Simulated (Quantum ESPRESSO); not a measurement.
Runs of Quantum ESPRESSO 7.5 on Sb. Symmetry: Pm-3m, No. 221, cubic system. The conventional cell has a = 3.160 Å, b = 3.160 Å, c = 3.160 Å, α = 90.00°, β = 90.00°, γ = 90.00°. Sb (site symmetry m-3m) is surrounded by 6 Sb at 3.16 Å. This isn't the form of Sb at room conditions, which is rhombohedral.

```csv
level,ASE optimiser,dispersion computed by,rVV10 parameter b,gap on the mesh (eV),pressure (GPa),relaxed volume (Å³/atom)
PBEsol+D3,FIRE,-,-,none,0.0,(b)
PBEsol+D4,FIRE,dftd4 4.3.1 through ASE,-,none,-0.1,(a)
PBEsol+D3(BJ),FIRE,-,-,none,0.0,27.80
PBEsol,LBFGS,-,-,none,0.0,28.82
PBEsol+rVV10,FIRE,-,6.3,none,0.0,27.96
```

Alike in all rows: task relaxation of cell and atoms; potentials or basis GBRV 1.5 PBEsol; no spin polarisation; cell relaxed; k mesh 8 × 8 × 8; cutoff (eV) 612; smearing fermi-dirac 0.05 eV.

Q: Estimate the missing entries.

A: (a) 28.16; (b) 28.54.

Caveats: pairwise dispersion overbinds metals, which lowers pressure and volume (some runs); rVV10's parameter b was fitted to another functional (some runs).

A k mesh can miss the band edges, and the runs leave out spin-orbit coupling on Sb.

A gap of «none» marks a metal or a gap under the smearing width.

Runs at the PBE level aren't shown here.
